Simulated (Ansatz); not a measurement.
Crystal: Zn.

```
Zn
1.0
    -1.56904    1.56904    1.56904
     1.56904   -1.56904    1.56904
     1.56904    1.56904   -1.56904
Zn
1
Cartesian
  0.0000 0.0000 0.0000
```

This isn't the form of Zn at room conditions, which is hcp.

| Property | Result |
| --- | --- |
| Program | Ansatz 0.2.0 |
| Task | relaxation of cell and atoms |
| Functional | PBE |
| Dispersion | D3(BJ) |
| Potentials or basis | Ansatz PAW |
| Cutoff | 420 eV (not typed: the program's choice for these potentials) |
| k mesh | 12 × 12 × 12 |
| Occupations | fermi-dirac, width 0.05 eV |
| Spin | no spin polarisation |

At the start: volume 15.45 Å³/atom.

Where does the relaxation end?

It ends after 5 steps and the volume is 14.37 Å³/atom (-7.0 %); space group Im-3m (No. 229, to 0.05 Å).

The path:
| step | energy change (eV) | largest force (eV/Å) | volume (Å³) |
| --- | --- | --- | --- |
| 1 | 0.0000 | 0.0000 | 15.45 |
| 2 | -0.0153 | 0.0000 | 14.72 |
| 3 | -0.0174 | 0.0000 | 14.30 |
| 4 | -0.0174 | 0.0000 | 14.37 |
| 5 | -0.0167 | 0.0000 | 14.37 |

Final structure:
```xyz
1
Lattice="-1.5314 1.5314 1.5314 1.5314 -1.5314 1.5314 1.5314 1.5314 -1.5314" Properties=species:S:1:pos:R:3 pbc="T T T"
Zn    0.0000    0.0000    0.0000
```

Caveat: the plane-wave basis is chosen anew once the cell has moved, so the energies of steps on either side of that aren't comparable; pairwise dispersion overbinds metals, which lowers pressure and volume.
